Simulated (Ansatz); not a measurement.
# ZrN (rocksalt type): the cost of one run

Computed with Ansatz 0.2.0 (DFT, PBE, PAW with Ansatz's default frozen-core files, scalar-relativistic, unless a step's input says otherwise).

**1. Starting point**

It takes space group Fm-3m (No. 225, cubic). The conventional cell has a = 4.309 Å, b = 4.309 Å, c = 4.309 Å, α = 90.00°, β = 90.00°, γ = 90.00°. Zr (site symmetry m-3m) has 6 N at 2.15 Å as nearest neighbours. N (site symmetry m-3m) has 6 Zr at 2.15 Å as nearest neighbours.

Structure file:

```cif
data_structure
_symmetry_space_group_name_H-M 'P 1'
_symmetry_Int_Tables_number 1
_cell_length_a 3.0468
_cell_length_b 3.0468
_cell_length_c 3.0468
_cell_angle_alpha 60.000
_cell_angle_beta 60.000
_cell_angle_gamma 60.000
_cell_volume 20.00
loop_
_atom_site_label
_atom_site_type_symbol
_atom_site_fract_x
_atom_site_fract_y
_atom_site_fract_z
_atom_site_occupancy
Zr1 Zr 0.00000 0.00000 0.00000 1
N1 N 0.50000 0.50000 0.50000 1
```

Atoms are numbered in the order of the input: Zr1, N2.

**2. Bulk cell relaxed, PAW**

Input file input.yaml:

```yaml
crystal:
  lattice:
    - [0.0, 2.15443469, 2.15443469]
    - [2.15443469, 0.0, 2.15443469]
    - [2.15443469, 2.15443469, 0.0]
  atoms:
    - { symbol: Zr, position: [0.0, 0.0, 0.0] }
    - { symbol: "N", position: [0.5, 0.5, 0.5] }
kpoints:
  mp_grid: { grid: [17, 17, 17] }
scf:
  occupations: { method: fermi_dirac, width: 0.05 }
hamiltonian:
  xc: pbe
  pseudopotentials: { kind: paw }
output:
  forces: true
  stress: true
  write_density: true
  write_potential: true
  elf: true
  volumetric_format: npy
relax:
  f_tol: 0.005
  max_steps: 40
  cell: {}
```

On the command line:

```
ansatz run input.yaml --threads 2 --pin off --max-ram 4096MiB --backend cpu --events-out ev --progress --plain --runs-dir out
```

What time and memory should one allow on 2 threads of Intel Xeon 6975P-C (Granite Rapids), shared host?

About 7 s, with a peak of 0.39 GiB.
